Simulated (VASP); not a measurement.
Zr: band structure with PBE0+TS

Zr:

```xyz
1
Lattice="-1.9498 1.9498 1.9498 1.9498 -1.9498 1.9498 1.9498 1.9498 -1.9498" Properties=species:S:1:pos:R:3 pbc="T T T"
Zr    0.0000    0.0000    0.0000
```

This isn't the form of Zr at room conditions, which is hcp.

The cell isn't the ideal one: volume scaled by 1.25.

```
Program                            : VASP 6.6.1
Task                               : band structure
Functional                         : PBE0
Dispersion                         : TS
Potentials or basis                : VASP PAW PBE potentials, release 64 (Zr_sv)
Cutoff                             : 520 eV
k mesh                             : 5 × 5 × 5
Occupations                        : gaussian, width 0.05 eV
Spin                               : no spin polarisation
Grid for exact exchange (PRECFOCK) : Normal
Exchange at q = 0                  : truncated
Further INCAR settings             : ALGO = Normal; EDIFF = 1e-06; NBANDS = 12
```

* Pressure: -24.1 GPa
* Band gap along the path: none (metal or under the smearing width)
* Dispersion energy per atom: -0.781 eV

Levels at the corners of the path, in eV from the Fermi level:
```csv
point,band 2,band 3,band 4,band 5,band 6,band 7,band 8,band 9,band 10,band 11
Γ,-29.42,-29.42,-29.42,-6.19,1.99,1.99,1.99,3.95,3.95,12.73
H,-29.77,-29.77,-29.77,-2.34,-2.34,5.45,5.45,5.45,6.75,6.75
H,-29.77,-29.77,-29.77,-2.34,-2.34,5.45,5.45,5.45,6.75,6.75
N,-29.93,-29.58,-29.43,-2.81,-0.63,1.05,3.85,4.38,5.95,8.75
N,-29.93,-29.58,-29.43,-2.81,-0.63,1.05,3.85,4.38,5.95,8.75
Γ,-29.42,-29.42,-29.42,-6.19,1.99,1.99,1.99,3.95,3.95,12.73
Γ,-29.42,-29.42,-29.42,-6.19,1.99,1.99,1.99,3.95,3.95,12.73
P,-29.67,-29.67,-29.67,-0.94,-0.94,-0.94,4.46,4.46,6.34,9.44
P,-29.67,-29.67,-29.67,-0.94,-0.94,-0.94,4.46,4.46,6.34,9.44
H,-29.77,-29.77,-29.77,-2.34,-2.34,5.45,5.45,5.45,6.75,6.75
P,-29.67,-29.67,-29.67,-0.94,-0.94,-0.94,4.46,4.46,6.34,9.44
N,-29.93,-29.58,-29.43,-2.81,-0.63,1.05,3.85,4.38,5.95,8.75
```

It took 19 min on 1 thread of AMD EPYC 9R45 (Zen 5), with other jobs on the host, peak memory 0.15 GiB.

Caveat: the k mesh is coarse (spacing up to 0.46 Å⁻¹), so the values aren't converged, least of all with exact exchange; atom-pairwise D2, TS and ULG terms overbind metals; the PAW data sets were made with another functional, which shifts forces and pressure a little; pairwise dispersion overbinds metals, which lowers pressure and volume.
